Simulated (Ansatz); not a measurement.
System: Sn (fcc type), 1 atom in the cell.

The calculation used PBE with spin–orbit coupling, plane waves, norm-conserving pseudopotentials in Ansatz 0.2.0 development build.

Cutoff 980 eV; k-mesh 4×4×4 Γ-centred; Fermi–Dirac smearing of 0.15 eV.

```
Sn
1.0
     0.00000    2.41010    2.41010
     2.41010    0.00000    2.41010
     2.41010    2.41010    0.00000
Sn
1
Cartesian
  0.0000 0.0000 0.0000
```

Task: Is the cell under compression or tension, and by how much?

Result: The pressure is 0.01 GPa, close to zero.

The stress includes the program's correction for the finite plane-wave basis.

The k-mesh is coarse, so these values belong to this mesh and can lie far from the converged ones. This cubic structure is a model: it isn't the usual form of the substance at ambient conditions, and such phases are metastable or hypothetical.
